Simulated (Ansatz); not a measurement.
**TlBr (CsCl-type structure)**

The computed numbers are results of PBEsol, scalar-relativistic (no spin polarisation) in the plane-wave PAW code Ansatz at 420 eV, Γ-centred 8×8×8 mesh. The datasets are Ansatz's generated set soft_2.

```yaml
crystal:
  lattice:
    - [3.91449, 0.00000, 0.00000]
    - [0.00000, 3.91449, 0.00000]
    - [0.00000, 0.00000, 3.91449]
  atoms:
    - { symbol: Tl, position: [0.00000, 0.00000, 0.00000] }
    - { symbol: Br, position: [0.50000, 0.50000, 0.50000] }
```

The start was a prototype's sites filled with these elements; the Crystallography Open Database holds the compound in this structure.

(1) What is the static dielectric tensor, the lattice's part included?

(2) Where do the optical modes lie for q → 0 along (0.00, 1.00, 0.00), with the long-range field?

Answers:

(1) 51.12 (isotropic)

(2) 39 (×2), 108 cm⁻¹.

An ε∞ of 6.62 means a refractive index of √ε∞ = 2.57 below the gap, far above the lattice modes.

With one infrared-active mode the Lyddane–Sachs–Teller relation ties the modes to the static constant, ε0 = 51.12, which is built from the same mode and Born charges: ω_LO = ω_TO √(ε0/ε∞) = 38.9 × √(51.12/6.62) = 108 cm⁻¹, and the run has a mode at 108 cm⁻¹.

The mean Born charge of Tl is 2.17 against a formal +1. It exceeds the formal charge because moving the ion changes its mixing with the anions' p states, and electrons flow along the bond.

Semilocal functionals make the gap too small and so ε∞ somewhat too large. These numbers lack spin–orbit coupling. The program warned that the mesh may be too coarse for the response to a field.
